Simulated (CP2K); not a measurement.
**ZrS under changes of volume**

One of the cells (18.088 Å³/atom); the others are scaled copies at fixed shape and fractional positions:

```xyz
2
Lattice="3.7123 0.0000 0.0000 1.8562 3.2150 0.0000 1.8562 1.0717 3.0311" Properties=species:S:1:pos:R:3 pbc="T T T"
Zr    0.0000    0.0000    0.0000
S     3.7123    2.1433    1.5155
```

| Property | Result |
| --- | --- |
| Program | CP2K 2026.2 |
| Functional | PBEsol |
| Potentials or basis | POTENTIAL_UZH Zr GTH-PBE-q12, S GTH-PBE-q6; TZVP-MOLOPT-PBE-GTH basis |
| Density cutoff | 6123 eV |
| k mesh | 9 × 9 × 9 |
| Occupations | fermi-dirac, width 0.05 eV |
| Spin | no spin polarisation |

| volume (Å³/atom) | energy over the lowest point (meV/atom) | pressure (GPa) |
| --- | --- | --- |
| 17.003 | ? | ? |
| 17.364 | 0.00 | 0.2 |
| 17.726 | 3.13 | -2.8 |
| 18.088 | 12.57 | -5.4 |
| 18.450 | 27.63 | -7.8 |
| 18.811 | 47.70 | -9.9 |
| 19.173 | 72.24 | -11.7 |

Question: What does the run at 17.003 Å³/atom give?

Answer: Energy over the lowest point 3.93 meV/atom; pressure 3.5 GPa.

Worked out: A Birch-Murnaghan fit of order 3 (a polynomial in V^(-2/3)) to the other rows has its minimum at 17.38 Å³/atom with B0 = V·E''(V) = 150 GPa and B' = 4.5. It gives 3.95 meV/atom at 17.003 Å³/atom, against the run's 3.93, and -dE/dV = 3.4 GPa, against 3.5.

Energies are extrapolated to zero smearing.

Caveats: the potentials were made for another functional, which shifts forces and pressure; the basis of atomic orbitals isn't converged, which shifts pressures, moduli and gaps.
